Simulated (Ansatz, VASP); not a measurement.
Given: the input of a run of Ansatz 0.2.0 on Ru.

The input input.yaml:

```yaml
crystal:
  lattice:
    - [2.7237197275, 0.0, 0.0]
    - [-1.3618598638, 2.3588104769, 0.0]
    - [0.0, 0.0, 4.3102577801]
  atoms:
    - { symbol: Ru, position: [0.6666666667, 0.3333333333, 0.75] }
    - { symbol: Ru, position: [0.3333333333, 0.6666666667, 0.25] }
hamiltonian:
  xc: pbe
  pseudopotentials: { kind: paw }
kpoints:
  mp_grid: { grid: [11, 11, 6] }
scf:
  occupations: { method: fermi_dirac, width: 0.05 }
output:
  forces: true
  stress: true
  eigenvalues: true
```

Potentials or basis: Ansatz PAW.

Run with:

```console
$ ansatz run input.yaml --threads 1 --pin off --max-ram 3584MiB --backend cpu --events-out ev --progress --plain --runs-dir out
```

Question: Translate it to VASP 6.6.1. Potentials there: VASP PAW PBE potentials, release 64 (Ru_pv).

Answer: As run (the cutoff follows the program's own potentials):

File INCAR:

```
  PREC = Accurate
  ENCUT = 520
  EDIFF = 1E-7
  ISMEAR = -1
  SIGMA = 0.05
  LREAL = F
  LASPH = T
  NELM = 60
  ALGO = Normal
  ISIF = 2
  LWAVE = F
  LCHARG = F
  GGA = PE
  NBANDS = 21
```

The input KPOINTS:

```
regular mesh
0
Gamma
  11 11 6
```

POSCAR

```
Ru
1.0
    2.7237197275      0.0000000000      0.0000000000
   -1.3618598638      2.3588104769      0.0000000000
    0.0000000000      0.0000000000      4.3102577801
Ru
2
Direct
    0.6666666667      0.3333333333      0.7500000000
    0.3333333333      0.6666666667      0.2500000000
```

Potentials or basis: VASP PAW PBE potentials, release 64 (Ru_pv).

Launch:

```bash
$ cat potpaw_PBE.64/Ru_pv/POTCAR > POTCAR
$ mpirun -np 1 vasp_std > vasp.out
```

Both were run:

|  | VASP | Ansatz | Ansatz less VASP |
| --- | --- | --- | --- |
| gap on the k mesh at the Fermi level (eV) | none | none | - |
| pressure (GPa) | -1.8 | -1.7 | +0.11 |
| largest component of the traceless stress (GPa) | 0.31 | 0.32 | +0.010 |

A gap of «none» marks a metal or a gap that the smearing closes. The functional is the same, so the differences come from potentials, cutoffs and numerics. The two sets of potentials don't hold the same shells in valence.
